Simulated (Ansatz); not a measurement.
Os in Ansatz: the effect of target pressure

Os:

```
Os
1.0
     2.73410    0.00000    0.00000
    -1.36705    2.36780    0.00000
     0.00000    0.00000    4.31970
Os
2
Direct
  0.66667 0.33333 0.75000
  0.33333 0.66667 0.25000
```

Alike in all runs:

| Property | Result |
| --- | --- |
| Program | Ansatz 0.2.0 |
| Task | relaxation of cell and atoms |
| Functional | PBEsol |
| Potentials or basis | Ansatz PAW |
| Cutoff | 420 eV (not typed: the program's choice for these potentials) |
| k mesh | 11 × 11 × 6 |
| Occupations | fermi-dirac, width 0.05 eV |
| Spin | no spin polarisation |

Each run relaxes the cell or the atoms first.

| target pressure | relaxed volume (Å³/atom) |
| --- | --- |
| 0 GPa | 13.89 |
| 2 GPa | 13.83 |
| 5 GPa | 13.74 |
| 10 GPa | 13.59 |
| 20 GPa | 13.32 |
| 30 GPa | ? |

Problem. What does the run with target pressure 30 GPa give?

Solution. Relaxed volume 13.08 Å³/atom.

Worked out: In Murnaghan's law V^(-B') rises as a straight line in P. The other rows fit best with B' = 3.5, V0 = 13.89 Å³/atom and B0 = 442 GPa, which gives 13.07 Å³/atom at 30 GPa, against the run's 13.08.

Caveats: the plane-wave basis is chosen anew once the cell has moved, so the energies of steps on either side of that aren't comparable; the PAW data sets come from PBE, with cores solved anew for the run's functional, which leaves a small shift of forces and pressure.
